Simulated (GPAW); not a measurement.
# Work function of blue phosphorene monolayer at several levels, part 2 of 2

Aim: the work function of both faces of blue phosphorene monolayer, and its spread over functionals and bases. Where a layer proves gapped, the work function hangs on where the smearing puts the Fermi level, and the band edges take its place.

GPAW 26.7.0; GPAW, PAW setups; layer in a repeated cell with vacuum, relaxation of atoms and in-plane cell (the session's first sound run).

So far, upper work function (eV): step 3 (plane waves, PBE) 5.19; step 5 (OptPBE vdW: xc = "optPBE-vdW", GPAW, PAW setups, GPAW) 5.36; step 6 (self-consistent run: xc = "RPBE") 5.10; step 7 (self-consistent run: xc = "vdW-DF2", GPAW, PAW setups, GPAW) 5.49; step 8 (self-consistent run: xc = "revPBE") 5.10.

### 9. Real-space grid: mode = "fd"

Level of this step: GPAW, PAW setups; slab in vacuum (GPAW).

A real-space grid is a second complete basis, so it checks the plane-wave result.

run.py reads:

```python
import json
import numpy as np
from ase import Atoms
from gpaw import GPAW

slab = Atoms(
    ['P', 'P'],
    positions=[
        [1.64147, 0.94770, 7.00000],
        [0.00000, 1.89541, 8.24429]],
    cell=[[3.28295, -0.0, 0.0], [-1.64147, 2.84311, 0.0], [0.0, 0.0, 15.2443]],
    pbc=[True, True, False])

slab.calc = GPAW(mode='fd', h=0.18, xc='PBE', kpts={'size': (12, 12, 1), 'gamma': True},
                 occupations={'name': 'fermi-dirac', 'width': 0.05}, nbands='160%',
                 convergence={'density': 1e-05}, maxiter=200,
                 poissonsolver={'dipolelayer': 'xy'},
                 symmetry={'tolerance': 1e-3}, txt='slab.txt')
result = {}
energy = slab.get_potential_energy()
fermi = slab.calc.get_fermi_level()
v = slab.calc.get_electrostatic_potential().mean((0, 1)) - fermi
n = slab.calc.get_pseudo_density().mean((0, 1))
L = slab.cell[2, 2]
z = np.arange(len(v)) * L / len(v)
low, high = slab.positions[:, 2].min(), slab.positions[:, 2].max()
below, above = np.interp([low - 4.8, high + 4.8], z, v)
slopes = [np.interp(x, z, np.gradient(v, z)) for x in (low - 4.8, high + 4.8)]
eps = np.array([[slab.calc.get_eigenvalues(k, s) for k in range(len(slab.calc.get_ibz_k_points()))]
                for s in range(slab.calc.get_number_of_spins())]) - fermi
top, bottom = eps[eps < 0].max(), eps[eps > 0].min()
dipole = slab.get_dipole_moment()[2]
print(f'energy {energy:.4f} eV, Fermi level {fermi:.4f} eV, dipole {dipole:.5f} e A')
print(f'potential 4.8 A off the faces, from the Fermi level: lower {below:.4f} eV, upper {above:.4f} eV')
print(f'slope of the potential there: lower {slopes[0]:.5f}, upper {slopes[1]:.5f} eV/A')
print(f'nearest levels on the mesh: {top:.4f} and {bottom:.4f} eV')
print('magnetic moment', round(slab.get_magnetic_moment(), 3))
result.update(energy=energy, fermi=fermi, dipole=dipole, below=below, above=above, slopes=slopes, edges=[top, bottom],
              z=z.tolist(), v=v.tolist(), n=n.tolist(), positions=slab.positions.tolist(),
              forces=slab.get_forces(apply_constraint=False).tolist(), moments=slab.get_magnetic_moments().tolist())
json.dump(result, open('result.json', 'w'))
```

Run with:

```console
OMP_NUM_THREADS=1 OPENBLAS_NUM_THREADS=1 python run.py
```

The program printed:

```text
energy -10.6353 eV, Fermi level -5.1855 eV, dipole -0.00005 e A
potential 4.8 A off the faces, from the Fermi level: lower 5.1849 eV, upper 5.1859 eV
slope of the potential there: lower -0.00019, upper 0.00019 eV/A
nearest levels on the mesh: -0.9860 and 0.9496 eV
magnetic moment 0.0
```

The job ended after 18 s (1 thread of Arm Neoverse V2, shared host; peak memory 0.23 GiB).

Numbers from this step:

```
dipole along the normal                    : -5.41e-5 e·Å
levels nearest the Fermi level on the mesh : -0.9860, 0.9496 eV from the Fermi level
upper work function                        : 5.186 eV
lower work function                        : 5.185 eV
upper ionisation energy                    : 6.172 eV
```

The highest filled level lies 0.986 eV under the Fermi level, so the ionisation energy from the upper face is 5.186 + 0.986 = 6.172 eV, against 6.172 eV in the base run.

### 10. Atomic orbitals: mode = "lcao"

Atom-centred orbitals end a few angstrom from the surface, which tests how much the density's tail matters.

Changes to run.py since step 9:

```diff
@@ -13,4 +13,4 @@
 
-slab.calc = GPAW(mode='fd', h=0.18, xc='PBE', kpts={'size': (12, 12, 1), 'gamma': True},
-                 occupations={'name': 'fermi-dirac', 'width': 0.05}, nbands='160%',
+slab.calc = GPAW(mode='lcao', basis='dzp', h=0.18, xc='PBE', kpts={'size': (12, 12, 1), 'gamma': True},
+                 occupations={'name': 'fermi-dirac', 'width': 0.05}, nbands='120%',
                  convergence={'density': 1e-05}, maxiter=200,
```

The program printed:

```text
energy -10.2788 eV, Fermi level -4.9346 eV, dipole -0.00005 e A
potential 4.8 A off the faces, from the Fermi level: lower 4.9341 eV, upper 4.9352 eV
slope of the potential there: lower 0.00000, upper 0.00000 eV/A
nearest levels on the mesh: -1.0486 and 0.9755 eV
magnetic moment 0.0
```

Run time: 14 s. Hardware: 1 thread; peak memory 0.18 GiB.

Numbers from this step:

| Quantity | Value |
| --- | --- |
| dipole along the normal | -5.42e-5 e·Å |
| levels nearest the Fermi level on the mesh | -1.049, 0.9755 eV from the Fermi level |
| upper work function | 4.935 eV |
| lower work function | 4.934 eV |
| upper ionisation energy | 5.984 eV |

The highest filled level lies 1.05 eV under the Fermi level, so the ionisation energy from the upper face is 4.935 + 1.05 = 5.984 eV, against 6.172 eV in the base run.

### 11. Cost and result by level

Times are for 1 thread of Arm Neoverse V2, shared host. Results by setting:

```tsv
no.	run	upper ionisation energy (eV)	time	memory (GiB)
1	pw	6.172	6 s	0.15
2	LDA	6.349	5.6 s	0.14
3	optPBE vdW	6.387	11 s	0.25
4	RPBE	6.102	6 s	0.15
5	vdW DF2	6.530	11 s	0.25
6	revPBE	6.095	6 s	0.15
7	fd	6.172	18 s	0.23
8	lcao	5.984	14 s	0.18
```

### 12. Side by side

Results and costs are gathered.

This step: comparison of work functions, dipole and cost (GPAW 26.7.0).

Ladder, by row:

```tsv
step	code	work function, upper (eV)	work function, lower (eV)	dipole (e Å)	wall time (s)	peak memory (GiB)	threads
pw	GPAW	5.191	5.19	-4.33e-5	6.02	0.15	1
LDA	GPAW	5.426	5.424	-4.31e-5	5.62	0.14	1
optPBE-vdW	GPAW	5.358	5.357	-4.34e-5	11.46	0.25	1
RPBE	GPAW	5.099	5.098	-4.34e-5	6.05	0.15	1
vdW-DF2	GPAW	5.486	5.485	-4.35e-5	11.42	0.25	1
revPBE	GPAW	5.097	5.096	-4.34e-5	6.05	0.15	1
fd	GPAW	5.186	5.185	-5.41e-5	18.22	0.23	1
lcao	GPAW	4.935	4.934	-5.42e-5	13.86	0.18	1
```

### 13. Summary of results

| Item | Value |
| --- | --- |
| work function, both faces (Fermi level placed in the gap by the smearing) | 5.19 eV |
| ionisation energy from the upper face (highest filled level on the mesh) | 6.17 eV |
| electron affinity from the upper face (lowest empty Kohn-Sham level on the mesh) | 4.24 eV |
| dipole along the normal | -4.3e-5 e Å, near the numerical noise |

With plane waves and PBE the ionisation energy from the upper face is 6.17 eV and the Kohn-Sham electron affinity 4.24 eV. The levels nearest the Fermi level on the mesh lie 1.94 eV apart, so the slab is gapped there: the smearing puts the Fermi level inside the gap, and from either face the ionisation energy is the work function plus 0.98 eV. Both are Kohn-Sham levels on the mesh, and semilocal gaps are too small, so the affinity tends to come out too large and the ionisation energy too small. Work functions of a gapped slab move with the place of the Fermi level in the gap; over the runs without a planted fault the highest filled level on the mesh lies 5.98 (lcao) to 6.53 eV (vdW-DF2) under the upper vacuum level. The layer's cell and atoms come from the relaxation; spin-orbit coupling and temperature are left out.

[Logs are printed without paths, hosts, clocks, repeated set-up lines and the standing remarks that a program may print on its own settings, such as how far it seeks lower states.]

[Hosts, paths, dates, database ids (printed as entryN), source tags and the programs' standing remarks are cut or masked in the printed files.]
